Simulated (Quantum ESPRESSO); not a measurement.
**HfC under changes of volume**

One of the cells (12.587 Å³/atom); the others are scaled copies at fixed shape and fractional positions:

```xyz
4
Lattice="3.3429 0.0000 0.0000 -1.6714 2.8950 0.0000 0.0000 0.0000 5.2027" Properties=species:S:1:pos:R:3 pbc="T T T"
Hf    0.0000    1.9300    1.3007
Hf    1.6714    0.9650    3.9020
C     0.0000    0.0000    2.6014
C     0.0000    0.0000    0.0000
```

The cell comes from a database or a generator and needn't be the stable form of this composition.

```yaml
Program: Quantum ESPRESSO 7.5
Functional: PBEsol
Potentials_or_basis: GBRV 1.5 PBEsol
Cutoff: 612 eV
Density_cutoff: 4898 eV
k_mesh: 9 × 9 × 5
Occupations: fermi-dirac, width 0.05 eV
Spin: no spin polarisation
```

```csv
volume (Å³/atom),energy over the lowest point (meV/atom),pressure (GPa)
11.832,9.62,8.4
12.084,0.52,2.6
12.336,0.00,-2.5
12.587,7.27,-7.2
12.839,21.51,-11.4
13.091,?,?
13.343,68.19,-18.6
```

Problem. What does the run at 13.091 Å³/atom give?

Solution. Energy over the lowest point 42.02 meV/atom; pressure -15.2 GPa.

Worked out: A Birch-Murnaghan fit of order 3 (a polynomial in V^(-2/3)) to the other rows has its minimum at 12.22 Å³/atom with B0 = V·E''(V) = 251 GPa and B' = 4.2 at fixed shape and positions, which overstates the stiffness. It gives 42.03 meV/atom at 13.091 Å³/atom, against the run's 42.02, and -dE/dV = -14.9 GPa, against -15.2.

Energies are extrapolated to zero smearing.
